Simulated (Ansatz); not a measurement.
Runs of Ansatz 0.2.0 on CdO (Monteponite). Symmetry: Fm-3m, No. 225, cubic system. The conventional cell has a = 4.699 Å, b = 4.699 Å, c = 4.699 Å, α = 90.00°, β = 90.00°, γ = 90.00°. Cd (site symmetry m-3m) has 6 O at 2.35 Å as nearest neighbours. O (site symmetry m-3m) has 6 Cd at 2.35 Å as nearest neighbours. 

| task | level | cell | cutoff (eV) | points for each segment of the path | gap on the mesh (eV) | pressure (GPa) |
| --- | --- | --- | --- | --- | --- | --- |
| band structure | HF | as given | 420 | 4 | (b) | 3.9 |
| relaxation of cell and atoms | PBEsol0 | relaxed | 420 | - | 1.73 | 0.0 |
| band structure | r2SCAN0 | as given | 500 | 4 | 2.13 | -2.5 |
| band structure | B3LYP | as given | 420 | 4 | 1.44 | 5.9 |
| band structure | r2SCANh | as given | 500 | 4 | (a) | (c) |

Alike in all rows: potentials or basis Ansatz PAW; no spin polarisation; k mesh 5 × 5 × 5; smearing fermi-dirac 0.05 eV; the mesh is coarse, so values aren't converged.

Question: Fill in the values left out.

Answer: (a) 0.96; (b) 9.35; (c) -0.7.

Caveats: all runs use coarse meshes; the PAW data sets come from PBE, with cores solved anew for the run's functional, which leaves a small shift of forces and pressure; the k mesh misses the band edges, so the gap on the mesh is wider than the one along the path (some runs); the thresholds are loose for stress (some runs); odd divisions of the mesh miss points on the zone boundary, where band edges often lie, so the gap on the mesh can be too wide (some runs); the plane-wave basis is chosen anew once the cell has moved, so the energies of steps on either side of that aren't comparable (some runs).

A k mesh can miss the band edges, and the runs leave out spin-orbit coupling on Cd.
